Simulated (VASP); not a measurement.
# Cl2 in VASP: a series of runs

One molecule, Cl2, is run at these levels: PBE+D3(BJ), PBE, RPBE, RPBE+D3(BJ); tasks: relaxation of the atoms, vibrations by finite differences, single point.

Everything below comes from runs of VASP 6.6.1. Logs are shortened: lines on timing, memory, paths and dates and some standing lists are left out, and cuts for length are marked.

### Step 1. Starting point

The cell holds a molecule in a box, 2 atoms: a = 12.244 Å, b = 12.744 Å, c = 13.244 Å, α = 90.00°, β = 90.00°, γ = 90.00°.

### Step 2. Relaxation of the atoms, PBE+D3(BJ)

INCAR

```
SYSTEM = Cl
ALGO = Normal
EDIFF = 1E-6
EDIFFG = -0.03
ENCUT = 400
GGA = PE
IBRION = 2
ISIF = 2
ISMEAR = 0
ISYM = 0
IVDW = 12
LASPH = .TRUE.
LCHARG = .FALSE.
LREAL = .FALSE.
LWAVE = .FALSE.
NELM = 80
NSW = 120
PREC = Accurate
SIGMA = 0.01
```

KPOINTS

```
k-points
0
G
  1 1 1
  0 0 0
```

POSCAR

```
Cl
1.0
   12.2435518912      0.0000000000      0.0000000000
    0.0000000000     12.7435518912      0.0000000000
    0.0000000000      0.0000000000     13.2435518912
Cl
2
Selective dynamics
Direct
    0.5070694911      0.4647347349      0.5658264454  F F F
    0.4929305089      0.5431123709      0.4341735546  T T T
```

Potentials or basis: VASP PAW PBE potentials, release 64 (Cl).

Started as:

```bash
$ cat potpaw_PBE.64/Cl/POTCAR > POTCAR
$ mpirun -np 1 vasp_gam > vasp.out
```

OUTCAR:

```text
SYSTEM = Cl
   EDIFF = 1E-6
   EDIFFG = -0.03
   ENCUT = 400
   GGA = PE
   IBRION = 2
   ISIF = 2
   ISMEAR = 0
   ISYM = 0
   IVDW = 12
   LASPH = .TRUE.
   LREAL = .FALSE.
   NELM = 80
   NSW = 120
   PREC = Accurate
 IVDW          = 12

 ion  position               nearest neighbor table
   1  0.507  0.465  0.566-   2 2.02
   2  0.493  0.543  0.434-   1 2.02

IMPORTANT INFORMATION: All symmetrisations will be switched off!
NOSYMM: (Re-)initialisation of all symmetry stuff for point group C_1.

----------------------------------------------------------------------------------------

                                     Primitive cell

  volume of cell :    2066.3429

  direct lattice vectors                    reciprocal lattice vectors
    12.243551891  0.000000000  0.000000000     0.081675645  0.000000000  0.000000000
     0.000000000 12.743551891  0.000000000     0.000000000  0.078471058  0.000000000
     0.000000000  0.000000000 13.243551891     0.000000000  0.000000000  0.075508444

  length of vectors
    12.243551891 12.743551891 13.243551891     0.081675645  0.078471058  0.075508444

  position of ions in fractional coordinates (direct lattice)
     0.507069491  0.464734735  0.565826445
     0.492930509  0.543112371  0.434173555

  ion indices of the primitive-cell ions
   primitive index   ion index
                 1           1
                 2           2

----------------------------------------------------------------------------------------

 KPOINTS: k-points

Automatic generation of k-mesh.
 Grid dimensions read from file:
 generate k-points for:    1    1    1

 Generating k-lattice:

  Cartesian coordinates                     Fractional coordinates (reciprocal lattice)
     0.081675645  0.000000000  0.000000000     1.000000000  0.000000000  0.000000000
     0.000000000  0.078471058  0.000000000     0.000000000  1.000000000  0.000000000
     0.000000000  0.000000000  0.075508444     0.000000000  0.000000000  1.000000000

  Length of vectors
     0.081675645  0.078471058  0.075508444

  Shift w.r.t. Gamma in fractional coordinates (k-lattice)
     0.000000000  0.000000000  0.000000000

 Subroutine IBZKPT returns following result:
 ===========================================

 Found      1 irreducible k-points:

 Following reciprocal coordinates:
            Coordinates               Weight
  0.000000  0.000000  0.000000      1.000000
   k-points           NKPTS =      1   k-points in BZ     NKDIM =      1   number of bands    NBANDS=     11
   number of dos      NEDOS =    301   number of ions     NIONS =      2
   total plane-waves  NPLWV = 604800
   dimension x,y,z NGX =    80 NGY =   84 NGZ =   90
   dimension x,y,z NGXF=   160 NGYF=  168 NGZF=  180
   ions per type =               2
   NGX,Y,Z   is equivalent  to a cutoff of  10.86, 10.96, 11.30 a.u.
   NGXF,Y,Z  is equivalent  to a cutoff of  21.73, 21.92, 22.60 a.u.
 SYSTEM =  Cl
   PREC   = accura    normal or accurate (medium, high low for compatibility)
   ISTART =      0    job   : 0-new  1-cont  2-samecut
   ICHARG =      2    charge: 1-file 2-atom 10-const
   ISPIN  =      1    spin polarized calculation?
   LNONCOLLINEAR =      F non collinear calculations
   LSORBIT =      F    spin-orbit coupling
   LASPH  =      T    aspherical Exc in radial PAW
   ENCUT  =  400.0 eV  29.40 Ry    5.42 a.u.  19.97 20.78 21.60*2*pi/ulx,y,z
   NELM   =     80;   NELMIN=  2; NELMDL= -5     # of ELM steps
   EDIFF  = 0.1E-05   stopping-criterion for ELM
   LREAL  =      F    real-space projection
   EDIFFG = -.3E-01   stopping-criterion for IOM
   NSW    =    120    number of steps for IOM
   IBRION =      2    ionic relax: 0-MD 1-quasi-New 2-CG
   NFREE  =      1    steps in history (QN), initial steepest desc. (CG)
   ISIF   =      2    stress and relaxation
   ISYM   =      0    0-nonsym 1-usesym 2-fastsym
   POTIM  = 0.5000    time-step for ionic-motion
   TEBEG  =    0.0;   TEEND  =   0.0 temperature during run
   PSTRESS=    0.0 pullay stress
   NELECT =      14.0000    total number of electrons
   NUPDOWN=      -1.0000    fix difference up-down
   EMIN   =  10.00;   EMAX   =-10.00  energy-range for DOS
   EFERMI =   0.00;   METHOD = LEGACY
   ISMEAR =     0;   SIGMA  =   0.01  broadening in eV -4-tet -1-fermi 0-gaus
   EFERMI_NEDOS =   21; number of points for ismear=-14 and -15
   IALGO  =     38    algorithm
   IMIX   =      4    mixing-type and parameters
     AMIX     =   0.40;   BMIX     =  1.00
     AMIX_MAG =   1.60;   BMIX_MAG =  1.00
  volume/ion in A,a.u.               =    1033.17      6972.19
  Fermi-wavevector in a.u.,A,eV,Ry     =   0.309778  0.585395  1.305645  0.095962
  Thomas-Fermi vector in A             =   1.186804
   LORBIT       =      0    0 simple, 1 ext, 2 COOP (PROOUT), +10 PAW based schemes
   GGA     = PE    functional components
   LHFCALC =     F    Hartree Fock is set to
   AEXX    =    0.0000 exact exchange contribution
   IVDW    =    12    specifies the selected vdW correction
   LEPSILON=     F    determine dielectric tensor
   LRPA    =     F    only Hartree local field effects (RPA)
 conjugate gradient relaxation of ions
 non-spin polarized calculation
 Gauss-broadening in eV      SIGMA  =   0.01
  energy-cutoff  :      400.00
  volume of cell :     2066.34
 maximum number of plane-waves:     18715
 NGX is ok and might be reduce to    80
   NGX = 39   NGY = 41   NGZ = 43

--------------------------------------- Ionic step        1  -------------------------------------------

 number of electron      13.9999998 magnetization

 Free energy of the ion-electron system (eV)
  ---------------------------------------------------
  ext. energy  EPLUGINS =         0.00000000
  ---------------------------------------------------
  free energy    TOTEN  =        -3.59366625 eV

  energy without entropy =       -3.59366625  energy(sigma->0) =       -3.59366625

------------------------ aborting loop because EDIFF is reached ----------------------------------------

 Edisp (eV)   -0.02835

 E8    (eV) :    -0.0110

  FORCE on cell =-STRESS in cart. coord.  units (eV):
  Direction    XX          YY          ZZ          XY          YZ          ZX
  --------------------------------------------------------------------------------------
  -------------------------------------------------------------------------------------
  Total      -0.02901    -0.23025    -0.65387     0.03577     0.36112    -0.06267
  in kB      -0.02249    -0.17853    -0.50699     0.02773     0.28000    -0.04860
  external pressure =       -0.24 kB  Pullay stress =        0.00 kB

 VOLUME and BASIS-vectors are now :
 -----------------------------------------------------------------------------
  energy-cutoff  :      400.00
  volume of cell :     2066.34
      direct lattice vectors                 reciprocal lattice vectors
    12.243551891  0.000000000  0.000000000     0.081675645  0.000000000  0.000000000
     0.000000000 12.743551891  0.000000000     0.000000000  0.078471058  0.000000000
     0.000000000  0.000000000 13.243551891     0.000000000  0.000000000  0.075508444

 POSITION                                       TOTAL-FORCE (eV/Angst)
 -----------------------------------------------------------------------------------
      6.20833      5.92237      7.49355        -0.035286      0.205121     -0.358138
      6.03522      6.92118      5.75000         0.035286     -0.205121      0.358138
 -----------------------------------------------------------------------------------
    total drift:                                0.000028      0.000281      0.000163

  FREE ENERGIE OF THE ION-ELECTRON SYSTEM (eV)
  ---------------------------------------------------
  free  energy   TOTEN  =        -3.6220190895 eV

  energy  without entropy=       -3.6220190895  energy(sigma->0) =       -3.62201909

--------------------------------------- Ionic step        2  -------------------------------------------

 number of electron      13.9999992 magnetization

------------------------ aborting loop because EDIFF is reached ----------------------------------------

 Edisp (eV)   -0.02838

 E8    (eV) :    -0.0110

  FORCE on cell =-STRESS in cart. coord.  units (eV):
  Direction    XX          YY          ZZ          XY          YZ          ZX
  --------------------------------------------------------------------------------------
  -------------------------------------------------------------------------------------
  Total      -0.02382    -0.05550    -0.12039     0.00549     0.05544    -0.00970
  in kB      -0.01847    -0.04303    -0.09335     0.00426     0.04298    -0.00752
  external pressure =       -0.05 kB  Pullay stress =        0.00 kB

 VOLUME and BASIS-vectors are now :
 -----------------------------------------------------------------------------
  energy-cutoff  :      400.00
  volume of cell :     2066.34
      direct lattice vectors                 reciprocal lattice vectors
    12.243551891  0.000000000  0.000000000     0.081675645  0.000000000  0.000000000
     0.000000000 12.743551891  0.000000000     0.000000000  0.078471058  0.000000000
     0.000000000  0.000000000 13.243551891     0.000000000  0.000000000  0.075508444

 POSITION                                       TOTAL-FORCE (eV/Angst)
 -----------------------------------------------------------------------------------
      6.20833      5.92237      7.49355        -0.004906      0.030241     -0.052925
      6.03692      6.91129      5.76728         0.004906     -0.030241      0.052925
 -----------------------------------------------------------------------------------
    total drift:                               -0.000137      0.000377      0.000149

  FREE ENERGIE OF THE ION-ELECTRON SYSTEM (eV)
  ---------------------------------------------------
  free  energy   TOTEN  =        -3.6268284023 eV

  energy  without entropy=       -3.6268284023  energy(sigma->0) =       -3.62682840

--------------------------------------- Ionic step        3  -------------------------------------------

 number of electron      13.9999992 magnetization

 Free energy of the ion-electron system (eV)
  ---------------------------------------------------
  ext. energy  EPLUGINS =         0.00000000
  ---------------------------------------------------
  free energy    TOTEN  =        -3.59854645 eV

  energy without entropy =       -3.59854645  energy(sigma->0) =       -3.59854645

 E-fermi :  -7.0153     XC(G=0):  -0.4789

 val. band max:       -7.1215140382   @ k =   0.0000   0.0000   0.0000
 cond. band min:      -4.0631864933   @ k =   0.0000   0.0000   0.0000
 fundamental gap:      3.0583275449
 Fermi energy:        -7.0152509636

 k-point     1 :       0.0000    0.0000    0.0000
  band No.  band energies     occupation
      1     -23.3624      2.00000
      2     -19.1148      2.00000
      3     -11.7931      2.00000
      4      -9.7844      2.00000
      5      -9.7842      2.00000
      6      -7.1217      2.00000
      7      -7.1215      2.00000
      8      -4.0632      0.00000
      9      -0.3347      0.00000
     10       0.5755      0.00000
     11       0.6569      0.00000

------------------------ aborting loop because EDIFF is reached ----------------------------------------

 Edisp (eV)   -0.02838

 E8    (eV) :    -0.0110

  FORCE on cell =-STRESS in cart. coord.  units (eV):
  Direction    XX          YY          ZZ          XY          YZ          ZX
  --------------------------------------------------------------------------------------
  -------------------------------------------------------------------------------------
  Total      -0.02389    -0.02648    -0.02990     0.00030     0.00303    -0.00061
  in kB      -0.01852    -0.02053    -0.02319     0.00023     0.00235    -0.00048
  external pressure =       -0.02 kB  Pullay stress =        0.00 kB

 VOLUME and BASIS-vectors are now :
 -----------------------------------------------------------------------------
  energy-cutoff  :      400.00
  volume of cell :     2066.34
      direct lattice vectors                 reciprocal lattice vectors
    12.243551891  0.000000000  0.000000000     0.081675645  0.000000000  0.000000000
     0.000000000 12.743551891  0.000000000     0.000000000  0.078471058  0.000000000
     0.000000000  0.000000000 13.243551891     0.000000000  0.000000000  0.075508444

 POSITION                                       TOTAL-FORCE (eV/Angst)
 -----------------------------------------------------------------------------------
      6.20833      5.92237      7.49355         0.000428     -0.000531      0.000765
      6.03720      6.90967      5.77010        -0.000428      0.000531     -0.000765
 -----------------------------------------------------------------------------------
    total drift:                               -0.000221      0.000853     -0.000625

  FREE ENERGIE OF THE ION-ELECTRON SYSTEM (eV)
  ---------------------------------------------------
  free  energy   TOTEN  =        -3.6269294089 eV

  energy  without entropy=       -3.6269294089  energy(sigma->0) =       -3.62692941

 reached required accuracy - stopping structural energy minimisation
```

Run time: 1.8 min. Hardware: 1 thread of AMD EPYC 9R14 (Zen 4), shared host; peak memory 1.1 GiB.

What came out:

```yaml
Free_energy: -3.6269 eV
Energy_gained_by_relaxing: 2.5 meV/atom
Ionic_steps: 3
Gap_between_the_frontier_levels: 3.06 eV
Dispersion_energy_per_atom: -0.014 eV
```

The path:
| step | energy change (eV) | largest force (eV/Å) | pressure (GPa) |
| --- | --- | --- | --- |
| 1 | 0.0000 | 0.4142 | -0.02 |
| 2 | -0.0048 | 0.0612 | -0.01 |
| 3 | -0.0049 | 0.0010 | 0.00 |

Final structure:
```xyz
2
Lattice="12.2436 0.0000 0.0000 0.0000 12.7436 0.0000 0.0000 0.0000 13.2436" Properties=species:S:1:pos:R:3 pbc="T T T"
Cl    6.2083    5.9224    7.4936
Cl    6.0372    6.9097    5.7701
```

### Step 3. Vibrations by finite differences, PBE+D3(BJ)

INCAR

```
  ALGO = Normal
  EDIFF = 1E-7
  ENCUT = 400
  GGA = PE
  IBRION = 5
  ISIF = 2
  ISMEAR = 0
  ISYM = 0
  IVDW = 12
  LASPH = True
  LCHARG = False
  LREAL = False
  LWAVE = False
  NBANDS = 14
  NELM = 80
  NFREE = 2
  NSW = 1
  POTIM = 0.015
  PREC = Accurate
  SIGMA = 0.01
```

KPOINTS

```
k-points
0
Gamma
  1 1 1
```

POSCAR

```
Cl                                      
1.0
   12.2435518912      0.0000000000      0.0000000000
    0.0000000000     12.7435518912      0.0000000000
    0.0000000000      0.0000000000     13.2435518912
  Cl            
     2
Selective dynamics
Direct
0.5070694910999975  0.4647347348999986  0.5658264453999990  T T T
0.4930922880048684  0.5422088389784742  0.4356915466390348  T T T
```

Potentials or basis: VASP PAW PBE potentials, release 64 (Cl).

Started as:

```bash
$ cat potpaw_PBE.64/Cl/POTCAR > POTCAR
$ mpirun -np 1 vasp_gam > vasp.out
```

OUTCAR:

```text
EDIFF = 1E-7
   ENCUT = 400
   GGA = PE
   IBRION = 5
   ISIF = 2
   ISMEAR = 0
   ISYM = 0
   IVDW = 12
   LASPH = True
   LREAL = False
   NELM = 80
   NFREE = 2
   NSW = 1
   POTIM = 0.015
   PREC = Accurate
 IVDW          = 12

 ion  position               nearest neighbor table
   1  0.507  0.465  0.566-   2 1.99
   2  0.493  0.542  0.436-   1 1.99

IMPORTANT INFORMATION: All symmetrisations will be switched off!
NOSYMM: (Re-)initialisation of all symmetry stuff for point group C_1.

----------------------------------------------------------------------------------------

                                     Primitive cell

  volume of cell :    2066.3429

  direct lattice vectors                    reciprocal lattice vectors
    12.243551891  0.000000000  0.000000000     0.081675645  0.000000000  0.000000000
     0.000000000 12.743551891  0.000000000     0.000000000  0.078471058  0.000000000
     0.000000000  0.000000000 13.243551891     0.000000000  0.000000000  0.075508444

  length of vectors
    12.243551891 12.743551891 13.243551891     0.081675645  0.078471058  0.075508444

  position of ions in fractional coordinates (direct lattice)
     0.507069491  0.464734735  0.565826445
[... 306 lines left out ...]

 number of electron      13.9999996 magnetization

 Free energy of the ion-electron system (eV)
  ---------------------------------------------------
  ext. energy  EPLUGINS =         0.00000000
  ---------------------------------------------------
  free energy    TOTEN  =        -3.59700611 eV

  energy without entropy =       -3.59700611  energy(sigma->0) =       -3.59700611

 E-fermi :  -7.1026     XC(G=0):  -0.4795

 val. band max:       -7.1495201879   @ k =   0.0000   0.0000   0.0000
 cond. band min:      -4.1689633090   @ k =   0.0000   0.0000   0.0000
 fundamental gap:      2.9805568788
 Fermi energy:        -7.1025687224

 k-point     1 :       0.0000    0.0000    0.0000
  band No.  band energies     occupation
      1     -23.2789      2.00000
      2     -19.1520      2.00000
      3     -11.7672      2.00000
      4      -9.7451      2.00000
      5      -9.7449      2.00000
      6      -7.1497      2.00000
      7      -7.1495      2.00000
      8      -4.1690      0.00000
      9      -0.3324      0.00000
     10       0.5609      0.00000
     11       0.6476      0.00000
     12       0.7480      0.00000
     13       0.7853      0.00000
     14       0.8799      0.00000
[... 31 lines left out ...]
  FREE ENERGIE OF THE ION-ELECTRON SYSTEM (eV)
  ---------------------------------------------------
  free  energy   TOTEN  =        -3.6253724719 eV

  energy  without entropy=       -3.6253724719  energy(sigma->0) =       -3.62537247

 SECOND DERIVATIVES (NOT SYMMETRIZED)
 ------------------------------------
               1X          1Y          1Z          2X          2Y          2Z
  1X    -0.131539    0.800093   -1.400327    0.131539   -0.800093    1.400327
  1Y     0.800416   -4.608029    8.055292   -0.800416    4.608029   -8.055292
  1Z    -1.401558    8.060913  -14.085348    1.401558   -8.060913   14.085348
  2X     0.122640   -0.800186    1.397765   -0.122640    0.800186   -1.397765
  2Y    -0.800321    4.601551   -8.059804    0.800321   -4.601551    8.059804
  2Z     1.399619   -8.065905   14.053585   -1.399619    8.065905  -14.053585

 Eigenvectors and eigenvalues of the dynamical matrix
 ----------------------------------------------------

   1 f  =   16.109639 THz   101.219847 2PiTHz  537.359717 cm-1    66.624084 meV
             X         Y         Z           dx          dy          dz
      6.208332  5.922371  7.493552     0.060785   -0.350012    0.611624
      6.037201  6.909666  5.770104    -0.060730    0.350025   -0.611152
[... 21 lines left out ...]
   6 f/i=    0.426273 THz     2.678355 2PiTHz   14.218950 cm-1     1.762924 meV
             X         Y         Z           dx          dy          dz
      6.208332  5.922371  7.493552     0.434367   -0.299394   -0.087541
      6.037201  6.909666  5.770104    -0.578708    0.436315    0.434456
```

Wall time 11 min (1 thread of AMD EPYC 9R14 (Zen 4), shared host); peak memory 1.1 GiB.

What came out:

```yaml
Highest_phonon_frequency_at_Γ: 537 cm⁻¹
Dispersion_energy_per_atom: -0.014 eV
```

Phonon frequencies in cm⁻¹ (negative: imaginary):
```csv
q point,frequencies
"(0.000, 0.000, 0.000)",-14 -13 0 2 6 537
```

Caveat: some modes are imaginary.

(Part 1 of 2 ends here.)
